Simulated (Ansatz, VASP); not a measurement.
# C in VASP and in Ansatz

File INCAR:

```
SYSTEM = C
PREC = Accurate
ENCUT = 520
EDIFF = 1E-6
ISMEAR = 0
SIGMA = 0.02
LREAL = .False.
LASPH = .True.
NELM = 60
ALGO = Normal
ISIF = 2
LWAVE = .False.
LCHARG = .False.
GGA = PE
NBANDS = 11
```

File KPOINTS:

```
Automatic mesh
0
Gamma
  12 12 12
  0 0 0
```

Contents of POSCAR:

```
C
1.0
    0.0000000000      1.7492830257      1.7492830257
    1.7492830257      0.0000000000      1.7492830257
    1.7492830257      1.7492830257      0.0000000000
C
2
Direct
    0.0000000000      0.0000000000      0.0000000000
    0.2500000000      0.2500000000      0.2500000000
```

Input for Ansatz:

```yaml
crystal:
  lattice:
    - [0.0, 1.7492830251, 1.7492830251]
    - [1.7492830251, 0.0, 1.7492830251]
    - [1.7492830251, 1.7492830251, 0.0]
  atoms:
    - { symbol: C, position: [0.0, 0.0, 0.0] }
    - { symbol: C, position: [0.25, 0.25, 0.25] }
basis:
  ecutwfc: 420
kpoints:
  mp_grid: { grid: [12, 12, 12] }
hamiltonian:
  xc: pbe
scf:
  occupations: { method: gaussian, width: 0.02 }
output:
  forces: true
  stress: true
  eigenvalues: true
```

Alike in both runs: task single point; functional PBE; k mesh 12 × 12 × 12; occupations gaussian, width 0.02 eV; no spin polarisation.

|  | VASP | Ansatz |
| --- | --- | --- |
| version | VASP 6.6.1 | Ansatz 0.2.0 |
| potentials or method | VASP PAW PBE potentials, release 64 (C) | scalar-relativistic, plane waves, PAW |
| plane-wave cutoff (eV) | 520 | 420 |
| valence electrons in the cell | 8 | 8 |

Ansatz gave:

- gap on the k mesh at the Fermi level (eV): 4.29
- least direct gap on the mesh (eV): 5.76

Which values does VASP return?

gap on the k mesh at the Fermi level (eV): 4.29; least direct gap on the mesh (eV): 5.75.
